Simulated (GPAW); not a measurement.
# Fe3 on MgO3 001: parallel, opposed and spinless runs

Does Fe3 on MgO3 001 prefer parallel or opposed moments, or none?

Main program and level: GPAW 26.7.0; PBE; plane waves with GPAW's PAW setups, scalar-relativistic.

This is a report of a sequence of runs, with most program output left out.

## (1) The structure

The cell holds 9 atoms: 3 Mg, 3 O and 3 Fe. Its edges and angles: a = 2.978 Å, b = 2.978 Å, c = 21.022 Å, α = 90.0°, β = 90.0°, γ = 90.0°. ideal sites on the substrate's mesh, layer spacings from atomic volumes, unrelaxed, 12 A of vacuum. Vacuum lies along c.

Coordinates:

```cif
data_structure
_symmetry_space_group_name_H-M 'P 1'
_symmetry_Int_Tables_number 1
_cell_length_a 2.9783
_cell_length_b 2.9783
_cell_length_c 21.0220
_cell_angle_alpha 90.000
_cell_angle_beta 90.000
_cell_angle_gamma 90.000
_cell_volume 186.48
loop_
_atom_site_label
_atom_site_type_symbol
_atom_site_fract_x
_atom_site_fract_y
_atom_site_fract_z
_atom_site_occupancy
Mg1 Mg 0.00000 0.00000 0.28541 1
O2 O 0.50000 0.50000 0.28541 1
Mg3 Mg 0.50000 0.50000 0.38560 1
O4 O 0.00000 0.00000 0.38560 1
Mg5 Mg 0.00000 0.00000 0.48578 1
O6 O 0.50000 0.50000 0.48578 1
Fe7 Fe 0.50000 0.50000 0.58805 1
Fe8 Fe 0.00000 0.00000 0.65132 1
Fe9 Fe 0.50000 0.50000 0.71459 1
```

## (2) Order 1, typed as ferro +++

The parallel start comes first: it fits the smallest cell, keeps the most symmetry and shows whether parallel moments form.

order1.py reads:

```python
import json
import numpy as np
from ase import Atoms
from ase.parallel import paropen, parprint
from gpaw import GPAW

atoms = Atoms(['Mg', 'O', 'Mg', 'O', 'Mg', 'O', 'Fe', 'Fe', 'Fe'],
    cell=[[2.978334, 0.0, 0.0],
         [0.0, 2.978334, 0.0],
         [0.0, 0.0, 21.022]],
    scaled_positions=[[0.0, 0.0, 0.285415],
         [0.5, 0.5, 0.285415],
         [0.5, 0.5, 0.385596],
         [0.0, 0.0, 0.385596],
         [0.0, 0.0, 0.485777],
         [0.5, 0.5, 0.485777],
         [0.5, 0.5, 0.588051],
         [0.0, 0.0, 0.651318],
         [0.5, 0.5, 0.714585]],
    pbc=True,
    magmoms=[0.0, 0.0, 0.0, 0.0, 0.0, 0.0, 2.6, 2.6, 2.6])
atoms.calc = GPAW(mode={'name': 'pw', 'ecut': 600},
    xc='PBE',
    kpts={'size': (16, 16, 1), 'gamma': True},
    occupations={'name': 'fermi-dirac', 'width': 0.05},
    convergence={'density': 1e-05, 'energy': 1e-05},
    maxiter=250,
    mixer={'name': 'pulay', 'beta': 0.03, 'nmaxold': 8, 'weight': 100},
    symmetry={'tolerance': 1e-4},
    txt='order1.txt')
e = atoms.get_potential_energy(force_consistent=True)
res = {'free_energy': e, 'energy_sigma0': atoms.get_potential_energy(), 'fermi_energy': atoms.calc.get_fermi_level()}
res['moments'] = atoms.get_magnetic_moments().tolist()
res['total'] = atoms.get_magnetic_moment()
parprint('site moments (muB):', np.round(res['moments'], 3))
parprint(f"total moment: {res['total']:.3f} muB")
parprint(f'free energy: {e:.6f} eV')
atoms.calc.write('order1.gpw')
with paropen('results.json', 'w') as f:
    json.dump(res, f)
```

Run with:

```sh
$ OMP_NUM_THREADS=1 mpirun -n 4 gpaw python order1.py > order1.log
```

Elapsed: 7.9 min, on 4 MPI ranks of Arm Neoverse V1, shared host; peak memory 1.5 GiB.

Spin moment in the augmentation sphere by atom:

| atom | spin moment in the augmentation sphere (μB) |
| --- | --- |
| Mg1 | 0.00 |
| O2 | 0.00 |
| Mg3 | 0.00 |
| O4 | 0.00 |
| Mg5 | -0.01 |
| O6 | 0.03 |
| Fe7 | 2.88 |
| Fe8 | 2.49 |
| Fe9 | 2.97 |

This step gave:

| Item | Value |
| --- | --- |
| magnetization | 8.525 μB |
| final state | ferromagnetic |

After 39 cycles the largest moment stands at 2.97 μB.

## (3) Start 2: ferri ++-

Reversing part of the moments tests the sign of the couplings between them.

order2.py is the script of step 2 with these lines changed:

```diff
@@ -20,3 +20,3 @@
     pbc=True,
-    magmoms=[0.0, 0.0, 0.0, 0.0, 0.0, 0.0, 2.6, 2.6, 2.6])
+    magmoms=[0.0, 0.0, 0.0, 0.0, 0.0, 0.0, 2.6, 2.6, -2.6])
 atoms.calc = GPAW(mode={'name': 'pw', 'ecut': 600},
@@ -29,3 +29,3 @@
     symmetry={'tolerance': 1e-4},
-    txt='order1.txt')
+    txt='order2.txt')
 e = atoms.get_potential_energy(force_consistent=True)
@@ -37,3 +37,3 @@
 parprint(f'free energy: {e:.6f} eV')
-atoms.calc.write('order1.gpw')
+atoms.calc.write('order2.gpw')
 with paropen('results.json', 'w') as f:
```

Run with:

```sh
$ OMP_NUM_THREADS=1 mpirun -n 4 gpaw python order2.py > order2.log
```

The job ended after 13 min (4 MPI ranks; peak memory 1.5 GiB).

Spin moment in the augmentation sphere by atom:

| atom | spin moment in the augmentation sphere (μB) |
| --- | --- |
| Mg1 | 0.00 |
| O2 | 0.00 |
| Mg3 | 0.00 |
| O4 | 0.00 |
| Mg5 | -0.01 |
| O6 | 0.03 |
| Fe7 | 2.77 |
| Fe8 | 1.79 |
| Fe9 | -2.80 |

Numbers from this step:

* magnetization: 1.675 μB
* final state: ferrimagnetic

It lies 176 meV a seeded atom over the first start, and its largest moment is 2.80 μB against 2.97 μB.

## (4) Order 3, typed as no spin polarisation

This run holds no moments, which gives a state to set the others against.

nospin.py is the script of step 3 with these lines changed:

```diff
@@ -19,4 +19,3 @@
          [0.5, 0.5, 0.714585]],
-    pbc=True,
-    magmoms=[0.0, 0.0, 0.0, 0.0, 0.0, 0.0, 2.6, 2.6, -2.6])
+    pbc=True)
 atoms.calc = GPAW(mode={'name': 'pw', 'ecut': 600},
@@ -29,11 +28,7 @@
     symmetry={'tolerance': 1e-4},
-    txt='order2.txt')
+    txt='nospin.txt')
 e = atoms.get_potential_energy(force_consistent=True)
 res = {'free_energy': e, 'energy_sigma0': atoms.get_potential_energy(), 'fermi_energy': atoms.calc.get_fermi_level()}
-res['moments'] = atoms.get_magnetic_moments().tolist()
-res['total'] = atoms.get_magnetic_moment()
-parprint('site moments (muB):', np.round(res['moments'], 3))
-parprint(f"total moment: {res['total']:.3f} muB")
 parprint(f'free energy: {e:.6f} eV')
-atoms.calc.write('order2.gpw')
+atoms.calc.write('nospin.gpw')
 with paropen('results.json', 'w') as f:
```

Run with:

```sh
$ OMP_NUM_THREADS=1 mpirun -n 4 gpaw python nospin.py > nospin.log
```

Elapsed: 3.2 min, on 4 MPI ranks; peak memory 1.2 GiB; 13 min of CPU time.

This step gave:

* final state: non-magnetic (no spin polarisation)

It lies 686 meV a seeded atom over the first start.

## (5) The states side by side

These are free energies at a smearing of 0.05 eV, so its entropy term is in the differences. They are divided by the number of seeded atoms, so that cells of unlike size compare.

Orders:

| start | final state | typed order kept | energy over the lowest (meV a seeded atom) | largest site moment (μB) | net moment (μB a primitive cell) | mesh matched | CPU time (s) |
| --- | --- | --- | --- | --- | --- | --- | --- |
| ferro +++ | ferromagnetic | yes | 0 | 2.972 | 8.525 | yes | 1906 |
| ferri ++- | ferrimagnetic | yes | 175.5 | 2.796 | 1.675 | yes | 3096 |
| no spin polarisation | non-magnetic | - | 686.4 | 0 | 0 | yes | 772.2 |

## (6) Results

| Item | Value |
| --- | --- |
| lowest state found | ferromagnetic (typed ferro +++) |
| largest site moment | 2.97 μB |
| next state | ferrimagnetic, 176 meV a seeded atom higher |
| energy gained by spin polarisation | 686 meV a seeded atom |

In words: The lowest state found is ferromagnetic, reached from the start ferro +++, with moments up to 2.97 μB. The next state costs 176 meV a seeded atom. This is the lowest of 3 finished starts, no proof of the ground state.

[Logs and program files are shortened in this print: banners, set-up blocks, solver, clock and traceback lines can be left out without a mark of their own.]

[Logs are printed without paths, hosts, clocks, repeated set-up lines and the standing remarks that a program may print on its own settings, such as how far it seeks lower states.]

[Hosts, paths, dates, database ids (printed as entryN), source tags and the programs' standing remarks are cut or masked in the printed files.]

[Where a cell is said to come from a database of computed structures, the database is the Materials Project.]
